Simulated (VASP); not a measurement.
CoO:

```xyz
2
Lattice="-1.5080 1.5080 2.1073 1.5080 -1.5080 2.1073 1.5080 1.5080 -2.1073" Properties=species:S:1:pos:R:3 pbc="T T T"
Co    0.0000    0.0000    0.0000
O     0.0000    0.0000    2.1073
```

Base run:

```yaml
Program: VASP 6.6.1
Functional: PBE
Potentials_or_basis: VASP PAW PBE potentials, release 64 (Co, O)
Cutoff: 520 eV
k_mesh: 9 × 9 × 9
Occupations: gaussian, width 0.05 eV
Spin: collinear spin, ferromagnetic start
Starting_moments: "[2.0, 0.0] μB"
Fixed_moment: 2 μB
Hubbard_terms: Co d U = 4 eV
```

Its results: pressure -4.9 GPa; net moment 2.00 μB per cell; site moments Co +2.11; O -0.09 μB.

Task: The run is repeated on the same cell with these changes: fixed moment from 2 μB to none; further incar settings from ALGO = Normal; EDIFF = 1e-06 to ALGO = Normal; EDIFF = 1e-06; NBANDS = 18. What comes out?

Result: Pressure 0.1 GPa; net moment 3.00 μB per cell; site moments Co +2.77; O +0.23 μB.

Caveats: a cell with one magnetic atom can't hold antiferromagnetic order, which such compounds often take; the total moment is fixed, so each spin has its own Fermi level (some runs).
